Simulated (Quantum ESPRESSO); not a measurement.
# MoS2 under changes of volume

One of the cells (17.750 Å³/atom); the others are scaled copies at fixed shape and fractional positions:

```
CELL_PARAMETERS angstrom
1.58550 0.91539 6.11500
-1.58550 0.91539 6.11500
0.00000 -1.83078 6.11500
ATOMIC_POSITIONS crystal
Mo 0.00000 0.00000 0.00000
S 0.25000 0.25000 0.25000
S 0.75000 0.75000 0.75000
```

Measurements of this composition are mostly on another form, of space group No. 194.

| Quantity | Value |
| --- | --- |
| Program | Quantum ESPRESSO 7.5 |
| Functional | PBEsol |
| Potentials or basis | GBRV 1.5 PBEsol |
| Cutoff | 612 eV |
| Density cutoff | 4898 eV |
| k mesh | 10 × 10 × 10 |
| Occupations | fermi-dirac, width 0.05 eV |
| Spin | no spin polarisation |

| volume (Å³/atom) | energy over the lowest point (meV/atom) | pressure (GPa) | largest force (eV/Å) |
| --- | --- | --- | --- |
| 16.685 | 55.19 | 13.6 | 1.943 |
| 17.040 | ? | ? | ? |
| 17.395 | 12.06 | 5.8 | 1.110 |
| 17.750 | 2.55 | 2.5 | 0.739 |
| 18.105 | 0.00 | -0.4 | 0.394 |
| 18.460 | 3.73 | -3.1 | 0.074 |
| 18.815 | 13.09 | -5.5 | 0.223 |

Task: What does the run at 17.040 Å³/atom give?

Result: Energy over the lowest point 29.33 meV/atom; pressure 9.5 GPa; largest force 1.511 eV/Å.

Worked out: A Birch-Murnaghan fit of order 3 (a polynomial in V^(-2/3)) to the other rows has its minimum at 18.07 Å³/atom with B0 = V·E''(V) = 146 GPa and B' = 4.4 at fixed shape and positions, which overstates the stiffness. It gives 29.32 meV/atom at 17.040 Å³/atom, against the run's 29.33, and -dE/dV = 9.7 GPa, against 9.5.

Energies are extrapolated to zero smearing.

Caveats: the cell's inner coordinates are idealised or old, which leaves forces on the atoms.
